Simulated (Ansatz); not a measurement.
Task: a convergence test of the plane-wave cutoff of CuI, space group P4/nmm, with Ansatz 0.2.0 through its Python package. Give the script and its output. Settings (first run): LDA, PAW, cutoff 300 eV, 4×4×4 k-points, fixed occupations. The script varies cutoff (eV): 300, 375, 450, 525, 600.

```cif
data_structure
_symmetry_space_group_name_H-M 'P 1'
_symmetry_Int_Tables_number 1
_cell_length_a 4.0229
_cell_length_b 4.0229
_cell_length_c 5.6506
_cell_angle_alpha 90.000
_cell_angle_beta 90.000
_cell_angle_gamma 90.000
_cell_volume 91.45
loop_
_atom_site_label
_atom_site_type_symbol
_atom_site_fract_x
_atom_site_fract_y
_atom_site_fract_z
_atom_site_occupancy
Cu1 Cu 0.00000 0.00000 0.00000 1
Cu2 Cu 0.50000 0.50000 0.00000 1
I1 I 0.00000 0.50000 0.29130 1
I2 I 0.50000 0.00000 0.70870 1
```

`cui.py`
```python
"""Cutoff test for CuI."""

import ansatz as az
from pymatgen.core import Lattice, Structure
from pymatgen.io.ase import AseAtomsAdaptor
from tabulate import tabulate


def main() -> None:
    pmg_structure = Structure(
        Lattice([[4.0229, 0.0, 0.0], [0.0, 4.0229, 0.0], [0.0, 0.0, 5.6506]]),
        ["Cu", "Cu", "I", "I"],
        [
            [0.0, 0.0, 0.0],
            [0.5, 0.5, 0.0],
            [0.0, 0.5, 0.2913],
            [0.5, 0.0, 0.7087],
        ],
    )
    cui = az.Crystal.from_ase(AseAtomsAdaptor.get_atoms(pmg_structure))

    setup = (
        cui.calculation()
        .kpoints(4, 4, 4)
        .occupations("fixed")  # no smearing
        .functional("lda")
        .stress()  # positive in compression
    )

    rows = []
    for value in [300, 375, 450, 525, 600]:
        rep = setup.basis(value).run().report
        rows.append((value, rep["free_energy_ev"] / len(rep["lattice"]["sites"]), rep["n_iterations"], sum(rep["stress_gpa"][i][i] for i in range(3)) / 3, rep["n_pw"]))

    print(tabulate(rows, headers=["cutoff (eV)", "F/atom (eV)", "iterations", "P (GPa)", "plane waves"], floatfmt=".4f", tablefmt="grid"))

    # differences from the last row
    for row in rows[:-1]:
        shift = 1000 * (row[1] - rows[-1][1])
        print(f"{row[0]}: {shift:+.2f} meV/atom" + ("  (within 5 meV)" if abs(shift) < 5 else ""))


if __name__ == "__main__":
    main()
```

```console
$ python cui.py
DeckWarning: basis.ecutwfc = 300 eV is below the records' recommended 420 eV, and the density's cutoff is lower with it unless basis.ecutrho_ratio is high enough to keep the records' density cutoff: compare with a run at a higher cutoff
DeckWarning: basis.ecutwfc = 375 eV is below the records' recommended 420 eV, and the density's cutoff is lower with it unless basis.ecutrho_ratio is high enough to keep the records' density cutoff: compare with a run at a higher cutoff
+---------------+---------------+--------------+-----------+---------------+
|   cutoff (eV) |   F/atom (eV) |   iterations |   P (GPa) |   plane waves |
+===============+===============+==============+===========+===============+
|           300 |    -6955.7002 |            7 |    0.6420 |          1059 |
+---------------+---------------+--------------+-----------+---------------+
|           375 |    -6955.8640 |            8 |    0.3952 |          1481 |
+---------------+---------------+--------------+-----------+---------------+
|           450 |    -6955.8669 |            8 |    0.3842 |          1939 |
+---------------+---------------+--------------+-----------+---------------+
|           525 |    -6955.8679 |            8 |    0.3834 |          2477 |
+---------------+---------------+--------------+-----------+---------------+
|           600 |    -6955.8680 |            8 |    0.3821 |          3003 |
+---------------+---------------+--------------+-----------+---------------+
300: +167.78 meV/atom
375: +3.99 meV/atom  (within 5 meV)
450: +1.10 meV/atom  (within 5 meV)
525: +0.13 meV/atom  (within 5 meV)
```
(Warnings from the package without file and line.)

From 375 eV on it stays within 5 meV an atom of the value at 600 eV; the first row (300 eV) is off by 167.8 meV and the last but one by 0.13 meV. The energy falls steadily, as expected when plane waves are added. The pressure moves from 0.64 to 0.38 GPa (the program's stress holds a Pulay correction, so it settles early). The last run costs about 1.5 times the first.

Reading the output:
- The run is spin-unpolarised.
- Pressure is positive in compression.
- Without a Hubbard U or exact exchange, semilocal functionals often make such 3d compounds metallic or too weakly gapped.
- The starting cell is as deposited in a crystallographic database; the results hold for this polymorph, which needn't be the stable one.
- Shifts are counted from the last row, which is itself no proven limit.
- Processor time in the engine: 22 s on 1 thread of Intel(R) Xeon(R) Processor @ 2.30GHz (shared host), peak memory 0.67 GiB.
